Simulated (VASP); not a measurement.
Set up this calculation in VASP 6.6.1, as the native input.

| Property | Result |
| --- | --- |
| Task | relaxation of cell and atoms |
| Functional | LDA |
| Potentials or basis | VASP PAW LDA potentials, release 64 (Ca_sv) |
| Cutoff | 600 eV |
| k mesh | 14 × 14 × 14 |
| Occupations | gaussian, width 0.1 eV |
| Spin | no spin polarisation |
| Further INCAR settings | ALGO = Normal; EDIFF = 1e-07; IBRION = 2; EDIFFG = -0.005; NSW = 90; ISIF = 3 |

The structure of Ca lies in POSCAR:

```
Ca
1.0
    0.0000000000      2.8005000000      2.8005000000
    2.8005000000      0.0000000000      2.8005000000
    2.8005000000      2.8005000000      0.0000000000
Ca
1
Direct
    0.0000000000      0.0000000000      0.0000000000
```

These files were run (other wordings do the same):

INCAR

```
  ALGO = Normal
  EDIFF = 1E-7
  EDIFFG = -0.005
  ENCUT = 600
  IBRION = 2
  ISIF = 3
  ISMEAR = 0
  LASPH = True
  LCHARG = False
  LREAL = False
  LWAVE = False
  NELM = 80
  NSW = 90
  PREC = Accurate
  SIGMA = 0.1
```

KPOINTS

```
k-points
0
Gamma
  14 14 14
```

Potentials or basis: VASP PAW LDA potentials, release 64 (Ca_sv).

The run is started by

```console
$ cat potpaw_LDA.64/Ca_sv/POTCAR > POTCAR
$ mpirun -np 1 vasp_std > vasp.out
```

Results of the run:

* Relaxed volume: 38.05 Å³/atom
* Relaxed cell: a = 3.775 Å, b = 3.775 Å, c = 3.775 Å, α = 60.00°, β = 60.00°, γ = 60.00°
* Space group after relaxing (to 0.05 Å): Fm-3m (No. 225)
* Energy gained by relaxing: 44.3 meV/atom
* Ionic steps: 4
* Pressure after relaxing: 0.0 GPa
* Band gap on the k mesh: none (metal or under the smearing width)

Caveat: the volume moved by -13 % from the deposited cell, more than functionals usually miss.

Run time: 2.7 min on 1 thread of Intel(R) Xeon(R) Platinum 8175M CPU @ 2.50GHz (Skylake/Cascade Lake), with other jobs on the host, peak memory 0.2 GiB.
